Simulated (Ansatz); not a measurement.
IrO2 at a changed volume: ¹⁹¹Ir nuclear quadrupole resonance

Cell: a structure deposited in the COD, relaxed with PBE at fixed cell and then changed (volume scaled by 0.94, ions relaxed).

```cif
data_structure
_symmetry_space_group_name_H-M 'P 1'
_symmetry_Int_Tables_number 1
_cell_length_a 4.4072
_cell_length_b 4.4072
_cell_length_c 3.0818
_cell_angle_alpha 90.000
_cell_angle_beta 90.000
_cell_angle_gamma 90.000
_cell_volume 59.86
loop_
_atom_site_label
_atom_site_type_symbol
_atom_site_fract_x
_atom_site_fract_y
_atom_site_fract_z
_atom_site_occupancy
Ir1 Ir 0.00000 0.00000 0.00000 1
Ir2 Ir 0.50000 0.50000 0.50000 1
O3 O 0.30747 0.30747 0.00000 1
O4 O 0.19253 0.80747 0.50000 1
O5 O 0.69253 0.69253 0.00000 1
O6 O 0.80747 0.19253 0.50000 1
```

Atom numbers follow the list; atoms alike are taken as one site, whose name carries the number of the first.

All values are calculated (Ansatz; DFT, PBE, plane waves and PAW, scalar-relativistic, collinear spin, 420 eV cutoff, Γ-centred 10×10×15 k-points, Fermi–Dirac smearing 0.05 eV), not measured. Start moments as typed (μB): 1 on each Ir, none on the rest.

¹⁹¹Ir: I = 3/2, Q = 816.0 mb (year-2017 value). Static lattice, zero field.

Problem. At which frequencies do the ¹⁹¹Ir NQR lines lie?

Solution. For I = 3/2 there is one line, ν = (|C_Q|/2)(1 + η²/3)^½.

```json
{"site": "Ir", "atoms": "1, 2", "V_zz (10²¹ V/m²)": "-13.83", "C_Q (MHz)": "-273", "η": "0.90", "line frequencies (MHz)": "153.8"}
```

Problem. And for 193Ir (I = 3/2, Q = 751.0 mb) on Ir?

Solution. C_Q scales with Q to -251 MHz, with lines at 141.6 MHz.

The run finds no gap above 0.1 eV (a metal, or nearly one), so the gradients can move by 10 % or more with the k-mesh. Spin–orbit coupling is left out, which shifts gradients on Ir by a few per cent in wide-gap crystals, and can shift them far more where the calculated gap is small or absent, as here. Semilocal functionals can leave a metal where correlation in the d or f shell opens a gap in the real compound, and that would change the values at and beside Ir. At this changed cell the PBE pressure is 29 GPa. The start moments die out, and the run ends without spin.

The relaxation (3 steps) took 46 s of wall time (45 s of CPU time) and 0.94 GiB at its peak, on 1 thread of Intel Xeon 6975P-C (Granite Rapids) (x86_64; 16 cores open to the job, memory cap 3.0 GiB, no GPU), a shared host with a load of 0.1 a core.
